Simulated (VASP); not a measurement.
Here is a VASP 6.6.1 calculation.

Contents of INCAR:

```
SYSTEM = AlGa3N4
PREC     = Accurate       ! precision mode
ENCUT    = 520            ! plane-wave cutoff, eV
EDIFF    = 1E-7           ! SCF threshold, eV
ISMEAR   = 0              ! smearing method
SIGMA    = 0.02           ! smearing width, eV
LREAL    = .False.        ! projectors in reciprocal space
LASPH    = .True.         ! aspherical terms in the spheres
NELM     = 60             ! most SCF steps
ALGO     = Fast           ! electronic algorithm
ISIF     = 2              ! what is computed and relaxed
LWAVE    = .False.        ! write WAVECAR
LCHARG   = .False.        ! write CHGCAR
GGA      = PS             ! functional
KPAR     = 2
```

The input KPOINTS:

```
Automatic mesh
0
Gamma
  8 5 8
  0 0 0
```

Contents of POSCAR:

```
AlGa3N4
1.0
   -3.1860423000      0.0000000000      0.0000000000
    0.0000000000      5.5183871300      0.0000000000
    1.5930211500     -2.7591935600     -5.1090876000
Ga Al N
3 1 4
Direct
    0.7503564900      0.4170231600      0.5007130000
    0.2503564900      0.9170231600      0.5007130000
    0.0003565100      0.3336898400      0.0007130000
    0.5003565100      0.8336898400      0.0007130000
    0.5596435000      0.2263101600      0.1192870000
    0.0596434900      0.7263101600      0.1192870000
    0.8096435000      0.1429768300      0.6192870000
    0.3096435000      0.6429768400      0.6192870000
```

File KPOINTS_OPT:

```
path GXLTWRX1ZGYSW,L1Y,Y1Z
20
line-mode
reciprocal
 0.0000000000  0.0000000000  0.0000000000  G
 0.5486100866  0.0000000000 -0.2743050433  X

 0.5486100866  0.0000000000 -0.2743050433  X
 0.5486100866  0.3541697425 -0.4513899146  L

 0.5486100866  0.3541697425 -0.4513899146  L
 0.5000000000  0.5000000000 -0.5000000000  T

 0.5000000000  0.5000000000 -0.5000000000  T
 0.5000000000  0.5000000000 -0.2500000000  W

 0.5000000000  0.5000000000 -0.2500000000  W
 0.5000000000  0.0000000000  0.0000000000  R

 0.5000000000  0.0000000000  0.0000000000  R
 0.4513899134  0.0000000000  0.2743050433  X1

 0.4513899134  0.0000000000  0.2743050433  X1
 0.0000000000  0.0000000000  0.5000000000  Z

 0.0000000000  0.0000000000  0.5000000000  Z
 0.0000000000  0.0000000000  0.0000000000  G

 0.0000000000  0.0000000000  0.0000000000  G
 0.0000000000  0.6458302575 -0.3229151287  Y

 0.0000000000  0.6458302575 -0.3229151287  Y
 0.0000000000  0.5000000000  0.0000000000  S

 0.0000000000  0.5000000000  0.0000000000  S
 0.5000000000  0.5000000000 -0.2500000000  W

 0.4513899134  0.6458302575 -0.5486100854  L1
 0.0000000000  0.6458302575 -0.3229151287  Y

 0.0000000000  0.3541697425  0.3229151287  Y1
 0.0000000000  0.0000000000  0.5000000000  Z
```

Potentials or basis: VASP PAW PBE potentials, release 64 (Ga_d, Al, N).

Command:

```sh
$ cat potpaw_PBE.64/Ga_d/POTCAR potpaw_PBE.64/Al/POTCAR potpaw_PBE.64/N/POTCAR > POTCAR
$ mpirun -np 2 vasp_std > vasp.out
```

Q: Predict the largest force.

A: 0.943 eV/Å.

Q: What does it give for the pressure?

A: -1.4 GPa.

Q: What does it give for the band gap along the path?

A: 2.30 eV, direct.

Q: What does it give for the band gap on the k mesh?

A: 2.30 eV, direct.

Stress tensor (GPa, compression positive):
```
-2.29  0.00  0.00
 0.00 -2.39 -0.02
 0.00 -0.02  0.48
```

Caveat: the PAW data sets were made with another functional, which shifts forces and pressure a little.
